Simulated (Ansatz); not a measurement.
Crystal: TiSe.

```
Se Ti
1.0
     4.17836    0.00000    0.00000
     0.00000    4.17836    0.00000
     0.00000    0.00000    5.98442
Se Ti
2 2
Direct
  0.00000 0.50000 0.76056
  0.50000 0.00000 0.23944
  0.00000 0.00000 0.00000
  0.50000 0.50000 0.00000
```

The cell comes from a database or a generator and needn't be the stable form of this composition.

* Program: Ansatz 0.2.0
* Task: relaxation of cell and atoms
* Functional: PBEsol
* Potentials or basis: Ansatz PAW earlier set
* Cutoff: 740 eV (not typed: the program's choice for these potentials)
* k mesh: 7 × 7 × 5
* Occupations: fermi-dirac, width 0.05 eV
* Spin: no spin polarisation

At the start: volume 26.12 Å³/atom.

How do energy, volume and symmetry change on relaxing?

It ends after 8 steps and the volume is 22.64 Å³/atom (-13.3 %); space group P4/nmm (No. 129, to 0.05 Å).

Step by step:
```tsv
step	energy change (eV)	largest force (eV/Å)	volume (Å³)
1	0.0000	0.3435	104.48
2	-0.0432	0.1027	97.48
3	-0.0537	0.0320	96.46
4	-0.0701	0.0249	92.38
5	-0.0714	0.0323	89.23
6	-0.0725	0.0037	90.35
7	-0.0725	0.0004	90.57
8	-0.0724	0.0005	90.57
```

Final structure:
```xyz
4
Lattice="4.1272 0.0000 0.0000 0.0000 4.1272 0.0000 0.0000 0.0000 5.3173" Properties=species:S:1:pos:R:3 pbc="T T T"
Se    0.0000    2.0636    3.9000
Se    2.0636    0.0000    1.4174
Ti    0.0000    0.0000    0.0000
Ti    2.0636    2.0636    0.0000
```

Caveat: the plane-wave basis is chosen anew once the cell has moved, so the energies of steps on either side of that aren't comparable; this functional lacks dispersion, which binds the layers, so the pressure and a relaxed spacing across them are unreliable; the PAW data sets come from PBE, with cores solved anew for the run's functional, which leaves a small shift of forces and pressure.
